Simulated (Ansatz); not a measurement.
Palladium (bcc) across density functionals

All rows: Ansatz, plane waves with scalar-relativistic PAW, 420 eV (500 eV for the SCAN forms), relaxed under each functional, no dispersion correction, no zero-point motion. B₀ comes from uniform scaling at fixed shape; a dash is a value not given.

```
functional  V (Å³/atom)         cell  B₀ (GPa)     magnetic state  ΔE to fcc (meV/atom)
       PBE        15.46  a = 3.139 Å       164       non-magnetic                    46
    r²SCAN        15.06  a = 3.112 Å       180  spin not included                    52
    PBEsol        14.68  a = 3.085 Å       199       non-magnetic                    57
       LDA        14.28  a = 3.057 Å       221  spin not included                    62
      RPBE        15.90  a = 3.168 Å       144       non-magnetic                    42
      BLYP        16.45  a = 3.204 Å       132       non-magnetic                    35
```

What does revPBE give?

V (Å³/atom): 15.76; cell: a = 3.159 Å; B₀ (GPa): 150; magnetic state: non-magnetic; ΔE to fcc (meV/atom): 43.

Real palladium is paramagnetic; a moment here is an artefact of the functional.
